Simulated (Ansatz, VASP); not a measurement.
**C in VASP and in Ansatz**

```
C
1.0
     4.16831    0.00000    0.00000
     0.00000    4.16831    0.00000
     0.00000    0.00000    1.25611
C
1
Cartesian
  2.0842 2.0842 0.6281
```

The cell was built by a generator and needn't be a form met in nature.

Alike in both runs: task single point; functional PBE; k mesh 6 × 6 × 20; occupations fermi-dirac, width 0.05 eV; no spin polarisation.

|  | VASP | Ansatz |
| --- | --- | --- |
| version | VASP 6.6.1 | Ansatz 0.2.0 |
| potentials or method | VASP PAW PBE potentials, release 64 (C) | Ansatz PAW |
| plane-wave cutoff (eV) | 520 | 420 |
| valence electrons in the cell | 4 | 4 |

Ansatz gave:

| Property | Result |
| --- | --- |
| gap on the k mesh at the Fermi level (eV) | none |
| pressure (GPa) | 6.8 |
| largest component of the traceless stress (GPa) | 14.54 |

**Question.** What did VASP give for the same quantities?

**Answer.** gap on the k mesh at the Fermi level (eV): none; pressure (GPa): 6.7; largest component of the traceless stress (GPa): 14.35.

A gap of «none» marks a metal or a gap that the smearing closes.
